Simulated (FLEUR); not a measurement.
Crystal: Pb.

```
Pb
1.0
    -1.97966    1.97966    1.97966
     1.97966   -1.97966    1.97966
     1.97966    1.97966   -1.97966
Pb
1
Direct
  0.00000 0.00000 0.00000
```

This isn't the form of Pb at room conditions, which is fcc.

```yaml
Program: FLEUR MaX-R8.1 (later development tree)
Task: single point
Functional: PBE
Potentials_or_basis: all-electron
Basis: FLAPW
Kmax: 3.8 1/bohr
k_mesh: 9 × 9 × 9
Occupations: fermi-dirac, width 0.05 eV
Spin: no spin polarisation
Gmax: 11.8 1/bohr
Muffin-tin_radii: Pb 2.66 bohr
lmax: Pb 11
Local_orbitals_a_species: Pb 5
Max_iterations: 60
Mixing_factor: 0.05
Mixer: Anderson
Mixer_history: 15
Density_convergence: 1e-05 me/bohr^3
```

On this cell: band gap on the k mesh none (metal or under the smearing width).

The same run follows on a disturbed copy (cell strained at random at fixed volume):

```
CELL_PARAMETERS angstrom
-2.06690 2.05040 2.08125
1.99925 -1.93748 1.90067
1.99103 1.86160 -1.96833
ATOMIC_POSITIONS crystal
Pb 0.00466 0.99633 0.00314
```

Task: What does the disturbed cell give?

Result: The energy (extrapolated to zero smearing) moves by +5.2 meV/atom; band gap on the k mesh none (metal or under the smearing width).
